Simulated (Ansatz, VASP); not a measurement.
W in VASP and in Ansatz

Contents of INCAR:

```
PREC = Accurate
ENCUT = 520
EDIFF = 1E-6
ISMEAR = -1
SIGMA = 0.05
LREAL = False
LASPH = True
NELM = 100
ALGO = Fast
ISIF = 2
LWAVE = False
LCHARG = False
GGA = RP
IVDW = 13
NBANDS = 13
```

The input KPOINTS:

```
regular mesh
0
Gamma
  12 12 12
```

File POSCAR:

```
W
1.0
   -1.5500431812      1.5500431812      1.5500431812
    1.5500431812     -1.5500431812      1.5500431812
    1.5500431812      1.5500431812     -1.5500431812
W
1
Direct
    0.0000000000      0.0000000000      0.0000000000
```

File input.yaml:

```yaml
crystal:
  lattice:
    - [-1.5500431812, 1.5500431812, 1.5500431812]
    - [1.5500431812, -1.5500431812, 1.5500431812]
    - [1.5500431812, 1.5500431812, -1.5500431812]
  atoms:
    - { symbol: W, position: [0.0, 0.0, 0.0] }
hamiltonian:
  xc: rpbe
  pseudopotentials: { kind: paw }
  dispersion: d4
kpoints:
  mp_grid: { grid: [12, 12, 12] }
scf:
  occupations: { method: fermi_dirac, width: 0.05 }
output:
  forces: true
  stress: true
  eigenvalues: true
```

Alike in both runs: task single point; functional RPBE; dispersion D4; k mesh 12 × 12 × 12; occupations fermi-dirac, width 0.05 eV; no spin polarisation.

|  | VASP | Ansatz |
| --- | --- | --- |
| version | VASP 6.6.1 | Ansatz 0.2.0 |
| potentials or method | VASP PAW PBE potentials, release 64 (W_sv) | Ansatz PAW |
| plane-wave cutoff (eV) | 520 | 420 |
| valence electrons in the cell | 14 | 14 |

```csv
,VASP,Ansatz,Ansatz less VASP
gap on the k mesh at the Fermi level (eV),none,none,-
pressure (GPa),19.8,19.0,-0.85
dispersion energy (meV/atom),-1292.7,-1292.6,+0.10
```

A gap of «none» marks a metal or a gap that the smearing closes.

Caveats: pairwise dispersion overbinds metals, which lowers pressure and volume; so large a pressure means that the cell lies far from this level's equilibrium, or that cutoff or potentials fall short (VASP); the potentials were made for another functional, which shifts forces and pressure (VASP); the PAW data sets come from PBE, with cores solved anew for the run's functional, which leaves a small shift of forces and pressure (Ansatz). Spin-orbit coupling is left out, which matters for the levels of W.
